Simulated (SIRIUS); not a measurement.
# Cu: equation of state with revPBE

Crystal: Cu.

```xyz
1
Lattice="0.0000 1.8075 1.8075 1.8075 0.0000 1.8075 1.8075 1.8075 0.0000" Properties=species:S:1:pos:R:3 pbc="T T T"
Cu    0.0000    0.0000    0.0000
```

```
Program             : SIRIUS 7.12.0
Task                : equation of state
Functional          : revPBE
Potentials or basis : all-electron FP-LAPW
Cutoff              : 194 eV
Basis               : apw+lo standard
k mesh              : 13 × 13 × 13
Occupations         : fermi-dirac, width 0.05 eV
Spin                : no spin polarisation
```

| Item | Value |
| --- | --- |
| Equilibrium volume | 12.23 Å³/atom |
| Bulk modulus | 127 GPa |
| Pressure derivative of the bulk modulus | 5.7 (rough: it moves with the points fitted) |

Energy against volume, from the lowest point:
```csv
volume (Å³/atom),energy (meV/atom)
11.102,51.47
11.338,30.66
11.574,15.91
11.810,6.10
12.047,0.99
12.283,0.00
12.519,2.34
```

All runs of the series together: 2 min on 1 thread of Arm Neoverse V2 (shared host).

revPBE gives volumes clearly too large for solids. Zero-point motion and thermal expansion aren't in these numbers.
